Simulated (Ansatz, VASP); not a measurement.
This is a calculation of Zn for VASP 6.6.1.

INCAR

```
PREC = Accurate
ENCUT = 520
EDIFF = 1E-7
ISMEAR = -1
SIGMA = 0.05
LREAL = F
LASPH = T
NELM = 80
ALGO = Normal
ISIF = 2
LWAVE = F
LCHARG = T
GGA = PS
LELF = T
LVHAR = T
NBANDS = 12
```

The input KPOINTS:

```
regular mesh
0
Gamma
  12 12 12
```

The input POSCAR:

```
Zn
1.0
    0.0000000000      1.9647760000      1.9647760000
    1.9647760000      0.0000000000      1.9647760000
    1.9647760000      1.9647760000      0.0000000000
Zn
1
Direct
    0.0000000000      0.0000000000      0.0000000000
```

Potentials or basis: VASP PAW PBE potentials, release 64 (Zn).

Launch:

```console
$ cat potpaw_PBE.64/Zn/POTCAR > POTCAR
$ mpirun -np 1 vasp_std > vasp.out
```

Q: Translate it to Ansatz 0.2.0. Potentials there: Ansatz PAW.

A: As run (the cutoff follows the program's own potentials):

Contents of input.yaml:

```yaml
crystal:
  lattice:
    - [0.0, 1.964776, 1.964776]
    - [1.964776, 0.0, 1.964776]
    - [1.964776, 1.964776, 0.0]
  atoms:
    - { symbol: Zn, position: [0.0, 0.0, 0.0] }
hamiltonian:
  xc: pbesol
  pseudopotentials: { kind: paw }
kpoints:
  mp_grid: { grid: [12, 12, 12] }
scf:
  occupations: { method: fermi_dirac, width: 0.05 }
output:
  forces: true
  stress: true
  eigenvalues: true
```

Potentials or basis: Ansatz PAW.

Command:

```console
$ ansatz run input.yaml --threads 1 --pin off --max-ram 3584MiB --backend cpu --events-out ev --progress --plain --runs-dir out
```

Both were run:

|  | VASP | Ansatz | Ansatz less VASP |
| --- | --- | --- | --- |
| gap on the k mesh at the Fermi level (eV) | none | none | - |
| pressure (GPa) | -4.9 | -5.2 | -0.33 |

A gap of «none» marks a metal or a gap that the smearing closes. With one functional, cell and mesh, what is left measures potentials, basis and numerics.

Caveats: the PAW data sets were made with another functional, which shifts forces and pressure a little (VASP); the PAW data sets come from PBE, with cores solved anew for the run's functional, which leaves a small shift of forces and pressure (Ansatz).
